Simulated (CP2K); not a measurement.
The system is Mg.

```
CELL_PARAMETERS angstrom
3.20930 0.00000 0.00000
-1.60465 2.77934 0.00000
0.00000 0.00000 5.21030
ATOMIC_POSITIONS crystal
Mg 0.66667 0.33333 0.75000
Mg 0.33333 0.66667 0.25000
```

Base run:

```yaml
Program: CP2K 2026.2
Functional: RPBE
Potentials_or_basis: POTENTIAL_UZH Mg GTH-PBE-q10; TZVP-MOLOPT-PBE-GTH basis
Density_cutoff: 19048 eV
k_mesh: 10 × 10 × 5
Occupations: fermi-dirac, width 0.05 eV
Spin: no spin polarisation
```

Its results: band gap on the k mesh none (metal or under the smearing width); pressure 1.8 GPa.

Question: The run is repeated on the same cell with these changes: functional from RPBE to PBEsol; ngrids from 5 to 4. What comes out?

Answer: Band gap on the k mesh none (metal or under the smearing width); pressure -0.1 GPa.

Caveats: the potentials were made for another functional, which shifts forces and pressure; the basis of atomic orbitals isn't converged, which shifts pressures, moduli and gaps.
